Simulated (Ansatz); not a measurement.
## Ca, hcp: how the functional moves the structure

All rows: Ansatz, plane waves with scalar-relativistic PAW, 420 eV (500 eV for the SCAN forms), relaxed under each functional, no dispersion correction, no zero-point motion. B₀ comes from uniform scaling at fixed shape; a dash is a value not given.

```
functional  V (Å³/atom)                                    cell  B₀ (GPa)     magnetic state  ΔE to fcc (meV/atom)
       PBE        42.42  a = 3.906 Å, c = 6.421 Å (c/a = 1.644)        17  spin not included                     5
    r²SCAN        43.44  a = 3.936 Å, c = 6.474 Å (c/a = 1.645)        18  spin not included                     8
    PBEsol        40.83  a = 3.854 Å, c = 6.347 Å (c/a = 1.647)        18  spin not included                     6
       LDA        38.34  a = 3.774 Å, c = 6.217 Å (c/a = 1.647)        19  spin not included                     6
    revPBE        44.19  a = 3.961 Å, c = 6.504 Å (c/a = 1.642)        16  spin not included                     5
      RPBE        44.69  a = 3.976 Å, c = 6.527 Å (c/a = 1.642)        16  spin not included                     5
      BLYP        42.87  a = 3.922 Å, c = 6.436 Å (c/a = 1.641)        16  spin not included                     4
```

LDA gives the smallest volume and RPBE the largest.
